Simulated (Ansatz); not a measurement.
CaS (rocksalt), relaxed with r2SCAN, was run in the PAW code Ansatz under altered settings. All numbers are computed, without spin polarisation but where a row says otherwise.

```
Ca S
1.0
     0.00000    2.84795    2.84795
     2.84795    0.00000    2.84795
     2.84795    2.84795    0.00000
Ca S
1 1
Direct
  0.00000 0.00000 0.00000
  0.50000 0.50000 0.50000
```

The base run's other keys:
```yaml
kpoints:
  mp_grid: { grid: [4, 4, 4] }
hamiltonian:
  xc: hse06
scf:
  occupations: { method: fixed }
  n_extra_bands: 4
```

It takes 12 iterations with 893 plane waves at 420 eV and 8 k points, and leaves a mean stress of +0.16 GPa. The gap over this mesh is 3.411 eV. It ran on 4 threads of Arm Neoverse N1, on a shared host.

Outcomes, with energy and stress as changes against the base:

| setting | outcome | ΔF (meV/atom) | Δ mean stress (GPa) | gap on the mesh (eV) | iterations | wall time |
| --- | --- | --- | --- | --- | --- | --- |
| PBE hybrid, exx coeff 0.05, omega 0.5 1/Å | converged | – | +0.4 | 2.462 | 9 | 7.3 s |
| PBE hybrid, exx coeff 0.05, unscreened | converged | – | +0.3 | 2.702 | 9 | 6.9 s |
| PBE hybrid, exx coeff 0.5, unscreened | converged | – | -0.6 | 5.942 | 16 | 8.2 s |
| PBE hybrid, exx coeff 0.5, omega 0.2078 1/Å | converged | – | -0.4 | 4.509 | 15 | 8.2 s |
| basis.xc_grid: 1 | converged | 0.0 | 0.0 | 3.411 | 12 | 7.2 s |

A dash marks a value that wasn't obtained or can't be compared. Stress is positive in compression. The base took 7.1 s.

- PBE hybrid, exx coeff 0.05, omega 0.5 1/Å. That is 5 % exact exchange, screened with ω = 0.5 1/Å, against HSE06's 25 % screened at 0.208 1/Å. The mean stress moves by +0.4 GPa and the gap on the mesh by -0.949 eV (to 2.462). Totals of different functionals aren't comparable.
- PBE hybrid, exx coeff 0.05, unscreened. That is 5 % exact exchange, at all ranges, against HSE06's 25 % screened at 0.208 1/Å. The mean stress moves by +0.3 GPa and the gap on the mesh by -0.709 eV (to 2.702). Totals of different functionals aren't comparable.
- PBE hybrid, exx coeff 0.5, unscreened. That is 50 % exact exchange, at all ranges, against HSE06's 25 % screened at 0.208 1/Å. The mean stress moves by -0.6 GPa and the gap on the mesh by +2.530 eV (to 5.942). Totals of different functionals aren't comparable.
- PBE hybrid, exx coeff 0.5, omega 0.2078 1/Å. That is 50 % exact exchange, screened with ω = 0.2078 1/Å, against HSE06's 25 % screened at 0.208 1/Å. The mean stress moves by -0.4 GPa and the gap on the mesh by +1.097 eV (to 4.509). Totals of different functionals aren't comparable.

Within 1 meV an atom, 0.1 GPa and 0.005 eV of the base stay: basis.xc_grid: 1.

The program warns that its thresholds are loose for a hybrid's stress.

The meshes of the hybrids are coarse, so their gaps aren't converged to the digits shown.
